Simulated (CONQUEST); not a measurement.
The system is TiO2.

```
Ti O
1.0
     2.95921    0.00000    0.00000
     0.00000    4.59984    0.00000
     0.00000    0.00000    4.59984
Ti O
2 4
Direct
  0.50000 0.00000 0.00000
  0.00000 0.50000 0.50000
  0.50000 0.30432 0.69568
  0.00000 0.80432 0.80432
  0.00000 0.19568 0.19568
  0.50000 0.69568 0.30432
```

The cell is a database's computed one.

Base run:

| Quantity | Value |
| --- | --- |
| Program | CONQUEST 1.3 |
| Functional | PBE |
| Potentials or basis | PseudoDojo NC PBE, DZ, grid cutoff 150 Ha |
| k mesh | 9 × 6 × 6 |
| Occupations | fermi-dirac, width 0.05 eV |
| Spin | no spin polarisation |

Its results: band gap on the k mesh 1.67 eV, direct; pressure 4.7 GPa; largest force 0.107 eV/Å.

The run is repeated on the same cell with these changes: potentials or basis from PseudoDojo NC PBE, DZ, grid cutoff 150 Ha to PseudoDojo NC PBE, DZP, grid cutoff 150 Ha. What comes out?

Band gap on the k mesh 1.73 eV, direct; pressure 6.1 GPa; largest force 0.038 eV/Å.

Caveats: an odd mesh through Γ misses points on the zone boundary, where band edges often lie; the basis of atomic orbitals isn't converged, which shifts pressures, moduli and gaps; the atomic basis is small (some runs).
